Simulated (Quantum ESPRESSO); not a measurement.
The system is BN.

```
N B
1.0
     2.55394    0.00000    0.00000
    -1.27697    2.21178    0.00000
     0.00000    0.00000    4.22685
N B
2 2
Direct
  0.33333 0.66667 0.12528
  0.66667 0.33333 0.62528
  0.33333 0.66667 0.49972
  0.66667 0.33333 0.99972
```

Measurements of this composition are mostly on another form, of space group No. 194.

```yaml
Program: Quantum ESPRESSO 7.5
Task: phonons
Functional: PBE
Potentials_or_basis: GBRV 1.5 PBE
Cutoff: 612 eV
Density_cutoff: 4898 eV
k_mesh: 6 × 6 × 4, shifted
Occupations: fermi-dirac, width 0.05 eV
Spin: no spin polarisation
Mixing_beta: 0.5
Most_SCF_iterations: 120
SCF_threshold: 8e-10 Ry
```

The atoms were relaxed first, and the response was taken there.

The first run showed a gap, so the response started from a second, tighter run with fixed occupations.

Q: What is the highest optical frequency at the zone centre, leaving out the macroscopic field of polar modes?

A: 1111 cm⁻¹, a mode of symmetry B1 (silent).

Optical modes at Γ, degenerate ones joined, polar ones without the macroscopic field:
```
cm⁻¹  components  symmetry     active in  IR intensity, summed ((D/Å)²/amu)
 472           2        E2         Raman                               0.00
 940           2        E2         Raman                               0.00
 947           1        B1        silent                               0.00
1003           1        A1  IR and Raman                              28.88
1041           2        E1  IR and Raman                              52.66
1111           1        B1        silent                               0.00
```

Caveat: the k mesh is coarse (spacing up to 0.47 Å⁻¹), so the values aren't converged.
